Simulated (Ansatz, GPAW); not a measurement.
## Sn: 3 runs at one level of theory

```
Sn
1.0
    -2.94014    2.94014    1.59930
     2.94014   -2.94014    1.59930
     2.94014    2.94014   -1.59930
Sn
2
Cartesian
  0.0000 0.0000 0.0000
  0.0000 2.9401 0.7997
```

Alike in all runs: task band structure; functional BLYP; k mesh 9 × 9 × 9; occupations fermi-dirac, width 0.05 eV; no spin polarisation; no spin-orbit coupling. Pressure is positive in compression and, in plane waves, holds the error of the finite cutoff, which Ansatz's Pulay term estimates and takes out.

| program and potentials | plane-wave cutoff (eV) | notes | pressure (GPa) |
| --- | --- | --- | --- |
| Ansatz, Ansatz PAW | 420 | potentials made for PBE, which Ansatz adapts in part; Pulay term of +0.02 GPa included | 5.70 |
| GPAW, PAW data sets generated for this functional | 600 | - | 5.45 |
| Ansatz, all-electron LAPW, scalar-relativistic | - | - | 5.71 |

The pressure spans 5.45 (GPAW, PAW data sets generated for this functional) to 5.71 GPa (Ansatz, all-electron LAPW, scalar-relativistic), with all-electron results at 5.71. Some sets were made for another functional than the one run, which can shift their rows.

The functional is the same throughout but for its coding, so the spread measures potentials, basis and numerics; runs on potential files found faulty are left out.
